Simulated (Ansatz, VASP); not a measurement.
# One calculation of Rh, two programs

```
CELL_PARAMETERS angstrom
0.00000 2.19438 1.38070
2.19438 0.00000 1.38070
2.19438 2.19438 0.00000
ATOMIC_POSITIONS crystal
Rh 0.00000 0.00000 0.00000
```

Alike in both runs: task single point; functional PBE; k mesh 22 × 22 × 22; occupations gaussian, width 0.15 eV; no spin polarisation.

|  | VASP | Ansatz |
| --- | --- | --- |
| version | VASP 6.6.1 | Ansatz 0.2.0 |
| potentials or method | VASP PAW PBE potentials, release 64 (Rh_pv) | scalar-relativistic, plane waves, PAW |
| plane-wave cutoff (eV) | 520 | 420 |
| valence electrons in the cell | 15 | 17 |

VASP gave:

* gap on the k mesh at the Fermi level (eV): none
* pressure (GPa): 23.1
* largest component of the traceless stress (GPa): 12.40

Problem. Estimate Ansatz's values.

Solution. gap on the k mesh at the Fermi level (eV): none; pressure (GPa): 23.1; largest component of the traceless stress (GPa): 12.51.

A gap of «none» marks a metal or a gap that the smearing closes. With one functional, cell and mesh, what is left measures potentials, basis and numerics. The two sets of potentials don't hold the same shells in valence.

Caveats: so large a pressure means that the cell lies far from this level's equilibrium, or that cutoff or potentials fall short (VASP).
